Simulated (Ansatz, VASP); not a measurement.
Ca in VASP and in Ansatz

```
Ca
1.0
    -2.06815    2.07333    2.41230
     2.06815   -2.07333    2.41230
     2.06815    2.07333   -2.41230
Ca
1
Direct
  0.50000 0.50000 0.00000
```

Change from the starting cell: volume scaled by 0.96.

Alike in both runs: task single point; functional PBE; k mesh 9 × 9 × 9; occupations fermi-dirac, width 0.05 eV; no spin polarisation.

|  | VASP | Ansatz |
| --- | --- | --- |
| version | VASP 6.6.1 | Ansatz 0.2.0 |
| potentials or method | VASP PAW PBE potentials, release 64 (Ca_sv) | Ansatz PAW |
| plane-wave cutoff (eV) | 520 | 420 |
| valence electrons in the cell | 10 | 10 |

```csv
,VASP,Ansatz,Ansatz less VASP
gap on the k mesh at the Fermi level (eV),none,none,-
pressure (GPa),0.3,0.3,-0.01
largest component of the traceless stress (GPa),0.18,0.18,0.000
```

A gap of «none» marks a metal or a gap that the smearing closes.
